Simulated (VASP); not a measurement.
# SnO₂: convergence, relaxation of the atoms

SnO₂, P1 (no. 1), 3 atoms in the cell. PBE; PAW potentials Sn_d, O (PBE set). VASP 6.6.1.

Wanted: energy within 2 meV/atom; shortest distances from each atom, periodic images included within 0.005 Å.

What the run is for: geometry; Accuracy asked: standard.

POSCAR:
```
SnO2
1.0
    1.6170930752      0.9336291223      4.8005925840
   -1.6170930752      0.9336291223      4.8005925840
    0.0000000000     -1.8672582446      4.8005925840
Sn O
1 2
Direct
    0.5231460000      0.4840750000      0.4915040000
    0.7742960000      0.7293600000      0.7908060000
    0.2200030000      0.2263550000      0.2487130000
```

The series start from Plane-wave cutoff (eV): 520; k-point mesh: 5 × 5 × 5; Ionic threshold (EDIFFG): -0.01; Electronic threshold (eV): 1e-6; Precision mode (PREC): Accurate; Relaxation algorithm: IBRION=2; Electronic steps between moves: NELMIN=4 ALGO=Normal. Each series keeps the choices made before it, and each single choice may use up half of a tolerance.

## Plane-wave cutoff (eV)

| Plane-wave cutoff (eV) | Energy less reference (meV/atom) | Shortest distances from each atom, periodic images included, largest deviation (Å) | SCF iterations | Time (s) |
|---|---|---|---|---|
| 360 | -17.5 | 0.0034 | 53 | 28 |
| 400 | -10.0 | 0.0002 | 52 | 46 |
| 460 | 0.1 | 0.0000 | 57 | 51 |
| 520 | 2.3 | 0.0004 | 56 | 77 |
| 640 (reference) | 0.0 | 0.0000 | 56 | 102 |

Chosen: 640; the next looser run is off by more than half of the tolerance, so convergence isn't shown beyond this value.

## k-point mesh

| k-point mesh | Energy less reference (meV/atom) | Shortest distances from each atom, periodic images included, largest deviation (Å) | SCF iterations | Time (s) |
|---|---|---|---|---|
| 3 × 3 × 3 | 26.0 | 0.0054 | 51 | 45 |
| 4 × 4 × 4 | 3.9 | 0.0007 | 56 | 68 |
| 5 × 5 × 5 | 0.7 | 0.0001 | 56 | 102 |
| 7 × 7 × 7 | 0.0 | 0.0000 | 56 | 170 |
| 8 × 8 × 8 (reference) | 0.0 | 0.0000 | 56 | 247 |

Chosen: 5 × 5 × 5, the loosest value from which every tighter one stays within half of the tolerance.

## Ionic threshold (EDIFFG)

| Ionic threshold (EDIFFG) | Energy less reference (meV/atom) | Shortest distances from each atom, periodic images included, largest deviation (Å) | SCF iterations | Time (s) |
|---|---|---|---|---|
| -0.1 | 0.2 | 0.0132 | 34 | 55 |
| -0.05 | 0.0 | 0.0018 | 44 | 83 |
| -0.02 | 0.0 | 0.0004 | 56 | 86 |
| -0.01 | 0.0 | 0.0004 | 56 | 102 |
| -0.005 | 0.0 | 0.0000 | 64 | 100 |
| -0.002 (reference) | 0.0 | 0.0000 | 64 | 101 |

Chosen: -0.05.

## Electronic threshold (eV)

| Electronic threshold (eV) | Energy less reference (meV/atom) | Shortest distances from each atom, periodic images included, largest deviation (Å) | SCF iterations | Time (s) |
|---|---|---|---|---|
| 0.0001 | 0.0 | 0.0006 | 43 | 65 |
| 1e-5 | 0.0 | 0.0001 | 41 | 64 |
| 1e-6 | 0.0 | 0.0002 | 44 | 83 |
| 1e-7 (reference) | 0.0 | 0.0000 | 51 | 80 |

Chosen: 0.0001.

## Precision mode (PREC)

| Precision mode (PREC) | Energy less reference (meV/atom) | Shortest distances from each atom, periodic images included, largest deviation (Å) | SCF iterations | Time (s) |
|---|---|---|---|---|
| Normal | 0.0 | 0.0000 | 43 | 22 |
| Accurate (reference) | 0.0 | 0.0000 | 43 | 65 |

Chosen: Normal.

## Relaxation algorithm

| Relaxation algorithm | Energy less reference (meV/atom) | Shortest distances from each atom, periodic images included, largest deviation (Å) | SCF iterations | Time (s) |
|---|---|---|---|---|
| IBRION=2 | 0.0 | 0.0000 | 43 | 22 |
| IBRION=2 POTIM=0.2 | 0.0 | 0.0015 | 50 | 26 |
| IBRION=2 POTIM=0.8 | 0.0 | 0.0009 | 45 | 22 |
| IBRION=1 | 0.0 | 0.0033 | 26 | 13 |
| IBRION=1 POTIM=0.2 | 0.0 | 0.0026 | 34 | 17 |
| IBRION=1 POTIM=0.3 NFREE=6 | 0.0 | 0.0039 | 28 | 14 |
| IBRION=3 POTIM=0.2 SMASS=0.4 | 0.0 | 0.0022 | 76 | 39 |
| IBRION=3 POTIM=0.3 | 0.0 | 0.0034 | 54 | 28 |

Chosen: IBRION=2; no other choice that stays within half of the tolerance saves 30 % of the time.

## Electronic steps between moves

| Electronic steps between moves | Energy less reference (meV/atom) | Shortest distances from each atom, periodic images included, largest deviation (Å) | SCF iterations | Time (s) |
|---|---|---|---|---|
| NELMIN=4 ALGO=Normal | 0.0 | 0.0000 | 43 | 22 |
| ALGO=Normal | 0.0 | 0.0003 | 37 | 20 |
| NELMIN=4 MAXMIX=40 ALGO=Normal | 0.0 | 0.0010 | 42 | 22 |
| NELMIN=4 ALGO=Fast | 0.0 | 0.0008 | 53 | 26 |
| NELMIN=4 MAXMIX=40 ALGO=Fast | 0.0 | 0.0005 | 61 | 30 |

Chosen: NELMIN=4 ALGO=Normal.

## All choices together

| Input | Energy less reference (meV/atom) | Shortest distances from each atom, periodic images included, largest deviation (Å) | Time (s) |
|---|---|---|---|
| the program's defaults (naive) | -7.6 | 0.0054 | 12 |
| chosen settings | 0.7 | 0.0014 | 22 |
| reference settings throughout | 0.0 | 0.0000 | 306 |

The chosen settings stay within the tolerance of the reference run, but the reference itself isn't shown to be converged in: Plane-wave cutoff (eV).

## The input

INCAR:
```
ALGO     = Normal         # electronic algorithm
EDIFF    = 1E-4           # SCF threshold, eV
EDIFFG   = -0.05          # ionic threshold
EFERMI   = MIDGAP       
ENCUT    = 640            # plane-wave cutoff, eV
GGA      = PE             # functional
GGA_COMPAT= F            
IBRION   = 2              # ionic algorithm
ISIF     = 2              # what is computed and relaxed
ISMEAR   = 0              # smearing method
KPAR     = 8            
LASPH    = T              # aspherical terms in the spheres
LCHARG   = F              # write CHGCAR
LREAL    = F              # projectors in reciprocal space
LWAVE    = F              # write WAVECAR
NELM     = 120            # most SCF steps
NELMIN   = 4            
NSW      = 120            # ionic steps
PREC     = Normal         # precision mode
SIGMA    = 0.03           # smearing width, eV
```

KPOINTS:
```
Automatic mesh
0
Gamma
  5 5 5
  0 0 0
```

Commands:
```
cat potpaw_PBE.64/Sn_d/POTCAR potpaw_PBE.64/O/POTCAR > POTCAR
mpirun -np 8 vasp_std > vasp.out
```

The chosen input took VASP 6.6.1 22 s on 8 cores (Intel Xeon Platinum 8488C (Sapphire Rapids)), a shared host.

## An input that fails: force threshold below the noise of the forces

It gives no converged result.

Changes against the starting input:
```
- NSW = 120
- PREC = Accurate
- EDIFF = 1e-06
- NELM = 120
- EDIFFG = -0.01
- NELMIN = 4
+ NSW = 30
+ PREC = Low
+ EDIFF = 0.001
+ NELM = 98
+ EDIFFG = -0.0001
```
